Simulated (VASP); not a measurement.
# SnS2 (P-3m1) in VASP: further runs

Runs on SnS2. Level: PBE+D3(BJ). Tasks: relaxation of cell and atoms.

All numbers are computed with VASP 6.6.1; they aren't measurements. Logs are shortened: lines on timing, memory, paths and dates and some standing lists are left out, and cuts for length are marked.

**1. The structure**

The structure is trigonal, space group P-3m1 (No. 164). The conventional cell has a = 3.667 Å, b = 3.667 Å, c = 5.813 Å, α = 90.00°, β = 90.00°, γ = 120.00°. Sn (site symmetry -3m) has 6 S at 2.58 Å as nearest neighbours. S (site symmetry 3m) is surrounded by 3 Sn at 2.58 Å.

**2. Relaxation of cell and atoms, PBE+D3(BJ)**

Contents of INCAR:

```
SYSTEM = SnS2
  ALGO = Normal
  EDIFF = 1E-7
  EDIFFG = -0.005
  ENCUT = 600
  GGA = PE
  IBRION = 2
  ISIF = 3
  ISMEAR = 0
  IVDW = 12
  LASPH = .TRUE.
  LCHARG = .FALSE.
  LREAL = .FALSE.
  LWAVE = .FALSE.
  NELM = 80
  NSW = 90
  PREC = Accurate
  SIGMA = 0.03
```

Contents of KPOINTS:

```
k-points
0
G
  9 9 5
  0 0 0
```

Contents of POSCAR:

```
SnS2                                    
1.0
    3.6672149210      0.0000000000     -0.0000000000
   -1.8336074605      3.1759012782      0.0000000000
    0.0000000000      0.0000000000      5.8130285534
  Sn              S             
     1     2
Direct
     0.0000000000000000    0.0000000000000000    0.0000000000000000
     0.3333333300000021    0.6666666699999979    0.2543667570920880
     0.6666666699999979    0.3333333300000021    0.7456332429079119
```

Potentials or basis: VASP PAW PBE potentials, release 64 (Sn_d, S).

Run with:

```bash
$ cat potpaw_PBE.64/Sn_d/POTCAR potpaw_PBE.64/S/POTCAR > POTCAR
$ mpirun -np 1 vasp_std > vasp.out
```

OUTCAR:

```text
SYSTEM = SnS2
   EDIFF = 1E-7
   EDIFFG = -0.005
   ENCUT = 600
   GGA = PE
   IBRION = 2
   ISIF = 3
   ISMEAR = 0
   IVDW = 12
   LASPH = .TRUE.
   LREAL = .FALSE.
   NELM = 80
   NSW = 90
   PREC = Accurate
 IVDW          = 12

 ion  position               nearest neighbor table
   1  0.000  0.000  0.000-   2 2.58   3 2.58   2 2.58   3 2.58   3 2.58   2 2.58
   2  0.333  0.667  0.254-   1 2.58   1 2.58   1 2.58
   3  0.667  0.333  0.746-   1 2.58   1 2.58   1 2.58

  LATTYP: Found a hexagonal cell.
 ALAT       =     3.6672149210
 C/A-ratio  =     1.5851344082

  Lattice vectors:

 A1 = (   3.6672149210,   0.0000000000,   0.0000000000)
 A2 = (  -1.8336074605,   3.1759012782,   0.0000000000)
 A3 = (   0.0000000000,   0.0000000000,   5.8130285534)

Analysis of symmetry for initial positions (statically):
=====================================================================
 Subroutine PRICEL returns:
 Original cell was already a primitive cell.

 Routine SETGRP: Setting up the symmetry group for a
 hexagonal supercell.

 Subroutine GETGRP returns: Found 12 space group operations
 (whereof 12 operations were pure point group operations)
 out of a pool of 24 trial point group operations.

The static configuration has the point symmetry D_3d.

Analysis of symmetry for dynamics (positions and initial velocities):
=====================================================================
 Subroutine PRICEL returns:
 Original cell was already a primitive cell.

 Routine SETGRP: Setting up the symmetry group for a
 hexagonal supercell.

 Subroutine GETGRP returns: Found 12 space group operations
 (whereof 12 operations were pure point group operations)
 out of a pool of 24 trial point group operations.

The dynamic configuration has the point symmetry D_3d.

 Subroutine INISYM returns: Found 12 space group operations
 (whereof 12 operations are pure point group operations),
 and found     1 'primitive' translations

----------------------------------------------------------------------------------------

                                     Primitive cell

  volume of cell :      67.7027

  direct lattice vectors                    reciprocal lattice vectors
     3.667214921  0.000000000  0.000000000     0.272686500  0.157435624  0.000000000
    -1.833607460  3.175901278  0.000000000     0.000000000  0.314871248  0.000000000
     0.000000000  0.000000000  5.813028553     0.000000000  0.000000000  0.172027368

  length of vectors
     3.667214921  3.667214917  5.813028553     0.314871248  0.314871248  0.172027368

  position of ions in fractional coordinates (direct lattice)
     0.000000000  0.000000000  0.000000000
     0.333333330  0.666666670  0.254366757
     0.666666670  0.333333330  0.745633243

  ion indices of the primitive-cell ions
   primitive index   ion index
                 1           1
                 2           2
                 3           3

----------------------------------------------------------------------------------------

 KPOINTS: k-points

Automatic generation of k-mesh.
 Grid dimensions read from file:
 generate k-points for:    9    9    5

 Generating k-lattice:

  Cartesian coordinates                     Fractional coordinates (reciprocal lattice)
     0.030298500  0.017492847  0.000000000     0.111111111 -0.000000000  0.000000000
     0.000000000  0.034985694  0.000000000     0.000000000  0.111111111  0.000000000
     0.000000000  0.000000000  0.034405474     0.000000000  0.000000000  0.200000000

  Length of vectors
     0.034985694  0.034985694  0.034405474

  Shift w.r.t. Gamma in fractional coordinates (k-lattice)
     0.000000000  0.000000000  0.000000000

[... 56 lines left out ...]
   ISIF   =      3    stress and relaxation
   ISYM   =      2    0-nonsym 1-usesym 2-fastsym
   POTIM  = 0.5000    time-step for ionic-motion
   TEBEG  =    0.0;   TEEND  =   0.0 temperature during run
   PSTRESS=    0.0 pullay stress
   NELECT =      26.0000    total number of electrons
   NUPDOWN=      -1.0000    fix difference up-down
   EMIN   =  10.00;   EMAX   =-10.00  energy-range for DOS
   EFERMI =   0.00;   METHOD = LEGACY
   ISMEAR =     0;   SIGMA  =   0.03  broadening in eV -4-tet -1-fermi 0-gaus
   EFERMI_NEDOS =   21; number of points for ismear=-14 and -15
   IALGO  =     38    algorithm
   IMIX   =      4    mixing-type and parameters
     AMIX     =   0.40;   BMIX     =  1.00
     AMIX_MAG =   1.60;   BMIX_MAG =  1.00
  volume/ion in A,a.u.               =      22.57       152.29
  Fermi-wavevector in a.u.,A,eV,Ry     =   1.189955  2.248690 19.265765  1.415994
  Thomas-Fermi vector in A             =   2.326051
   LORBIT       =      0    0 simple, 1 ext, 2 COOP (PROOUT), +10 PAW based schemes
   GGA     = PE    functional components
   LHFCALC =     F    Hartree Fock is set to
   AEXX    =    0.0000 exact exchange contribution
   IVDW    =    12    specifies the selected vdW correction
   LEPSILON=     F    determine dielectric tensor
   LRPA    =     F    only Hartree local field effects (RPA)
 conjugate gradient relaxation of ions
 non-spin polarized calculation
 Gauss-broadening in eV      SIGMA  =   0.03
  energy-cutoff  :      600.00
  volume of cell :       67.70
 maximum number of plane-waves:      2321
 NGX is ok and might be reduce to    30
   NGX = 15   NGY = 15   NGZ = 23

--------------------------------------- Ionic step        1  -------------------------------------------

 number of electron      25.9999999 magnetization

 Free energy of the ion-electron system (eV)
  ---------------------------------------------------
  ext. energy  EPLUGINS =         0.00000000
  ---------------------------------------------------
  free energy    TOTEN  =       -13.15423402 eV

  energy without entropy =      -13.15423402  energy(sigma->0) =      -13.15423402

------------------------ aborting loop because EDIFF is reached ----------------------------------------

 Edisp (eV)   -0.98441

 E8    (eV) :    -0.4023

  FORCE on cell =-STRESS in cart. coord.  units (eV):
  Direction    XX          YY          ZZ          XY          YZ          ZX
  --------------------------------------------------------------------------------------
  -------------------------------------------------------------------------------------
  Total      -0.00213    -0.00213    -0.02126     0.00000    -0.00000     0.00000
  in kB      -0.05035    -0.05035    -0.50311     0.00000    -0.00000     0.00000
  external pressure =       -0.20 kB  Pullay stress =        0.00 kB

 VOLUME and BASIS-vectors are now :
 -----------------------------------------------------------------------------
  energy-cutoff  :      600.00
  volume of cell :       67.70
      direct lattice vectors                 reciprocal lattice vectors
     3.667214921  0.000000000  0.000000000     0.272686500  0.157435624  0.000000000
    -1.833607460  3.175901278  0.000000000     0.000000000  0.314871248  0.000000000
     0.000000000  0.000000000  5.813028553     0.000000000  0.000000000  0.172027368

 POSITION                                       TOTAL-FORCE (eV/Angst)
 -----------------------------------------------------------------------------------
      0.00000      0.00000      0.00000        -0.000000      0.000000      0.000000
     -0.00000      2.11727      1.47864         0.000000     -0.000000     -0.001722
      1.83361      1.05863      4.33439        -0.000000      0.000000      0.001722
 -----------------------------------------------------------------------------------
    total drift:                                0.000000      0.000000      0.000000

  FREE ENERGIE OF THE ION-ELECTRON SYSTEM (eV)
  ---------------------------------------------------
  free  energy   TOTEN  =       -14.1386434407 eV

  energy  without entropy=      -14.1386434407  energy(sigma->0) =      -14.13864344

--------------------------------------- Ionic step        2  -------------------------------------------

 number of electron      25.9999999 magnetization

 Free energy of the ion-electron system (eV)
  ---------------------------------------------------
  ext. energy  EPLUGINS =         0.00000000
  ---------------------------------------------------
  free energy    TOTEN  =       -13.15380789 eV

  energy without entropy =      -13.15380789  energy(sigma->0) =      -13.15380789

 E-fermi :   5.0381     XC(G=0):  -9.6612

 val. band max:        4.8282320778   @ k =   0.0000   0.0000   0.0000
 cond. band min:       6.1346499547   @ k =   0.0000   0.4444   0.4000
 fundamental gap:      1.3064178769
 Fermi energy:         5.0380980113

 k-point     1 :       0.0000    0.0000    0.0000
  band No.  band energies     occupation
      1     -16.1899      2.00000
      2     -16.1899      2.00000
      3     -16.1507      2.00000
      4     -16.1244      2.00000
      5     -16.1244      2.00000
      6      -8.9784      2.00000
[... 457 lines left out ...]
      4     -16.1253      2.00000
      5     -16.1062      2.00000
      6      -8.0207      2.00000
[... 9 lines left out ...]
     16      10.6363      0.00000
     17      11.7413      0.00000

 [... further k-points ...]

------------------------ aborting loop because EDIFF is reached ----------------------------------------

 Edisp (eV)   -0.98484

 E8    (eV) :    -0.4024

  FORCE on cell =-STRESS in cart. coord.  units (eV):
  Direction    XX          YY          ZZ          XY          YZ          ZX
  --------------------------------------------------------------------------------------
  -------------------------------------------------------------------------------------
  Total       0.01097     0.01097     0.00237     0.00000     0.00000    -0.00000
  in kB       0.25967     0.25967     0.05609     0.00000     0.00000    -0.00000
  external pressure =        0.19 kB  Pullay stress =        0.00 kB

 VOLUME and BASIS-vectors are now :
 -----------------------------------------------------------------------------
  energy-cutoff  :      600.00
  volume of cell :       67.67
      direct lattice vectors                 reciprocal lattice vectors
     3.667089446  0.000000000  0.000000000     0.272695830  0.157441011  0.000000000
    -1.833544723  3.175792614  0.000000000     0.000000000  0.314882022  0.000000000
     0.000000000 -0.000000000  5.811041204     0.000000000 -0.000000000  0.172086200

 POSITION                                       TOTAL-FORCE (eV/Angst)
 -----------------------------------------------------------------------------------
      3.66709      0.00000      0.00000         0.000000      0.000000      0.000000
     -0.00000      2.11720      1.47805        -0.000000     -0.000000      0.004662
      1.83354      1.05860      4.33299         0.000000      0.000000     -0.004662
 -----------------------------------------------------------------------------------
    total drift:                                0.000000      0.000000      0.000000

  FREE ENERGIE OF THE ION-ELECTRON SYSTEM (eV)
  ---------------------------------------------------
  free  energy   TOTEN  =       -14.1386466912 eV

  energy  without entropy=      -14.1386466912  energy(sigma->0) =      -14.13864669

 reached required accuracy - stopping structural energy minimisation
```

Wall time 53 s (1 thread of AMD EPYC 9R45 (Zen 5), shared host); peak memory 0.21 GiB.

Results:

| Property | Result |
| --- | --- |
| Free energy | -14.1386 eV |
| Relaxed volume | 22.56 Å³/atom |
| Relaxed cell | a = 3.667 Å, b = 3.667 Å, c = 5.811 Å, α = 90.00°, β = 90.00°, γ = 120.00° |
| Space group after relaxing (to 0.05 Å) | P-3m1 (No. 164) |
| Energy gained by relaxing | 0.0 meV/atom |
| Ionic steps | 2 |
| Pressure after relaxing | 0.0 GPa |
| Largest force after relaxing | 0.005 eV/Å |
| Band gap on the k mesh | 1.31 eV, indirect (least direct gap 1.75 eV) |
| Dispersion energy per atom | -0.328 eV |

Forces in eV/Å, atoms in the order of the input:
```
Sn   0.000  0.000  0.000
S    0.000  0.000  0.005
S    0.000  0.000 -0.005
```

Final structure:
```
Sn S
1.0
     3.66709    0.00000    0.00000
    -1.83354    3.17579    0.00000
     0.00000    0.00000    5.81104
Sn S
1 2
Direct
  0.00000 0.00000 0.00000
  0.33333 0.66667 0.25435
  0.66667 0.33333 0.74565
```

Caveat: spin-orbit coupling is left out, which moves the levels of the heavy elements; an odd mesh through Γ misses points on the zone boundary, where band edges often lie.

**3. Relaxation of cell and atoms, PBE+D3(BJ)**

This run uses another cell than the first one, of 22.43 Å³/atom, 0.994 times its volume.

Contents of INCAR:

```
SYSTEM = SnS2
PREC = Accurate ; ENCUT = 600
EDIFF = 1E-6 ; ISMEAR = 0
SIGMA = 0.03 ; LREAL = .False.
LASPH = .True. ; NELM = 80
ALGO = Normal ; ISIF = 3
LWAVE = .False. ; LCHARG = .False.
GGA = PE ; IVDW = 12
IBRION = 2 ; NSW = 90
EDIFFG = -0.01
```

Contents of KPOINTS:

```
Automatic mesh
0
Gamma
  9 9 5
  0 0 0
```

Contents of POSCAR:

```
SnS2
1.0
    3.6390000000      0.0000000000      0.0000000000
   -1.8195000000      3.1514664400      0.0000000000
    0.0000000000      0.0000000000      5.8680000000
Sn S
1 2
Direct
    0.0000000000      0.0000000000      0.0000000000
    0.3333333300      0.6666666700      0.2500000000
    0.6666666700      0.3333333300      0.7500000000
```

Potentials or basis: VASP PAW PBE potentials, release 64 (Sn_d, S).

Run with:

```bash
$ cat potpaw_PBE.64/Sn_d/POTCAR potpaw_PBE.64/S/POTCAR > POTCAR
$ mpirun -np 1 vasp_std > vasp.out
```

It took 6.8 min on 1 thread of Intel Xeon Platinum 8259CL at 2.50GHz (Skylake/Cascade Lake), shared host; peak memory 0.26 GiB.

It converged, with:

```
Free energy                            : -14.1386 eV
Relaxed volume                         : 22.57 Å³/atom
Relaxed cell                           : a = 3.667 Å, b = 3.667 Å, c = 5.813 Å, α = 90.00°, β = 90.00°, γ = 120.00°
Space group after relaxing (to 0.05 Å) : P-3m1 (No. 164)
Energy gained by relaxing              : 3.1 meV/atom
Ionic steps                            : 14
Pressure after relaxing                : 0.0 GPa
Band gap on the k mesh                 : 1.31 eV, indirect (least direct gap 1.75 eV)
Dispersion energy per atom             : -0.328 eV
```

Step by step:
```csv
step,energy change (eV),largest force (eV/Å),pressure (GPa),volume (Å³)
1,0.0000,0.2533,1.72,67.30
2,-0.0012,0.1919,-1.55,69.66
3,-0.0080,0.0160,-0.06,68.51
4,-0.0080,0.0202,0.00,68.48
5,-0.0082,0.0292,0.00,68.45
6,-0.0085,0.0517,-0.04,68.37
7,-0.0087,0.0381,-0.07,68.31
8,-0.0091,0.0001,-0.17,68.12
9,-0.0092,0.0182,-0.23,68.02
10,-0.0093,0.0098,-0.08,67.86
11,-0.0093,0.0081,-0.09,67.82
12,-0.0094,0.0046,-0.03,67.75
13,-0.0094,0.0027,0.08,67.62
14,-0.0094,0.0018,-0.01,67.70
```

Final structure:
```yaml
crystal:
  lattice:
    - [3.66721, 0.00000, 0.00000]
    - [-1.83361, 3.17590, 0.00000]
    - [0.00000, 0.00000, 5.81303]
  atoms:
    - { symbol: Sn, position: [0.00000, 0.00000, 0.00000] }
    - { symbol: S, position: [0.33333, 0.66667, 0.25437] }
    - { symbol: S, position: [0.66667, 0.33333, 0.74563] }
```

Levels at points of the mesh, in eV from the valence-band top:
| k point | band 11 | band 12 | band 13 | band 14 | band 15 | band 16 |
| --- | --- | --- | --- | --- | --- | --- |
| (0.00, 0.00, 0.00) | -0.47 | -0.47 | 0.00 | 1.75 | 3.54 | 5.34 |

Caveat: spin-orbit coupling is left out, which moves the levels of the heavy elements; an odd mesh through Γ misses points on the zone boundary, where band edges often lie. Zero-point motion and thermal expansion aren't in these numbers.

**4. Relaxation of cell and atoms, PBE+D3(BJ)**

Contents of INCAR:

```
SYSTEM = SnS2
PREC = Accurate ; ENCUT = 600
EDIFF = 1E-7 ; ISMEAR = 0
SIGMA = 0.03 ; LREAL = .False.
LASPH = .True. ; NELM = 80
ALGO = Normal ; ISIF = 3
LWAVE = .False. ; LCHARG = .False.
GGA = PE ; IVDW = 12
IBRION = 2 ; NSW = 90
EDIFFG = -0.005
```

KPOINTS is that of step 3.

Contents of POSCAR:

```
SnS2                                    
1.0
    3.6672149263     -0.0000000000     -0.0000000000
   -1.8336074632      3.1759012828      0.0000000000
    0.0000000000     -0.0000000000      5.8130285324
  Sn              S             
     1     2
Direct
     0.0000000000000000    0.0000000000000000    0.0000000000000000
     0.3333333300000021    0.6666666699999979    0.2543667591197377
     0.6666666699999979    0.3333333300000021    0.7456332408802624
```

Run with:

```bash
$ cat potpaw_PBE.64/Sn_d/POTCAR potpaw_PBE.64/S/POTCAR > POTCAR
$ mpirun -np 1 vasp_std > vasp.out
```

Wall time 1.7 min (1 thread of Intel Xeon Platinum 8259CL at 2.50GHz (Skylake/Cascade Lake), shared host); peak memory 0.25 GiB.

The run converged. Its results:

* Free energy: -14.1386 eV
* Relaxed volume: 22.56 Å³/atom
* Relaxed cell: a = 3.667 Å, b = 3.667 Å, c = 5.811 Å, α = 90.00°, β = 90.00°, γ = 120.00°
* Space group after relaxing (to 0.05 Å): P-3m1 (No. 164)
* Energy gained by relaxing: 0.0 meV/atom
* Ionic steps: 2
* Pressure after relaxing: 0.0 GPa
* Largest force after relaxing: 0.005 eV/Å
* Band gap on the k mesh: 1.31 eV, indirect (least direct gap 1.75 eV)
* Dispersion energy per atom: -0.328 eV

Forces on the atoms (eV/Å):
```
Sn   0.000  0.000  0.000
S    0.000  0.000  0.005
S    0.000  0.000 -0.005
```

Final structure:
```
CELL_PARAMETERS angstrom
3.66709 0.00000 0.00000
-1.83354 3.17579 0.00000
0.00000 0.00000 5.81104
ATOMIC_POSITIONS crystal
Sn 0.00000 0.00000 0.00000
S 0.33333 0.66667 0.25435
S 0.66667 0.33333 0.74565
```

Levels at points of the mesh, in eV from the valence-band top:
```csv
k point,band 9,band 10,band 11,band 12,band 13,band 14,band 15,band 16,band 17
"(0.00, 0.00, 0.00)",-0.72,-0.72,-0.48,-0.48,0.00,1.75,3.54,5.33,5.33
```

Caveat: spin-orbit coupling is left out, which moves the levels of the heavy elements; an odd mesh through Γ misses points on the zone boundary, where band edges often lie.
